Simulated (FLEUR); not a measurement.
Crystal: La.

```
La
1.0
     3.75000    0.00000    0.00000
    -1.87500    3.24760    0.00000
     0.00000    0.00000    6.07000
La
2
Cartesian
  1.8750 1.0825 4.5525
  0.0000 2.1651 1.5175
```

This isn't the form of La at room conditions, which is double hcp.

- Program: FLEUR MaX-R8.1 (later development tree)
- Task: single point
- Functional: PBE
- Potentials or basis: all-electron
- Basis: FLAPW
- Kmax: 4.1 1/bohr
- k mesh: 8 × 8 × 5
- Occupations: fermi-dirac, width 0.05 eV
- Spin: no spin polarisation
- Gmax: 12.7 1/bohr
- Muffin-tin radii: La 2.66 bohr
- lmax: La 10
- lnonsphr: La 10
- Local orbitals a species: La 5
- Max iterations: 60
- Mixing factor: 0.05
- Mixer: Anderson
- Mixer history: 15

On this cell: largest force under 0.003 eV/Å; band gap on the k mesh none (metal or under the smearing width).

The same run follows on a disturbed copy (atoms moved at random, drawn with an rms of 0.05 Å):

```
La
1.0
     3.75000    0.00000    0.00000
    -1.87500    3.24760    0.00000
     0.00000    0.00000    6.07000
La
2
Direct
  0.66078 0.31229 0.74326
  0.33264 0.65901 0.25161
```

Q: What changes?

A: The energy (extrapolated to zero smearing) moves by +0.9 meV/atom; largest force 0.076 eV/Å; band gap on the k mesh none (metal or under the smearing width).

Forces in eV/Å, atoms in the order of the input:
```
La  -0.001  0.001  0.076
La   0.001 -0.001 -0.076
```
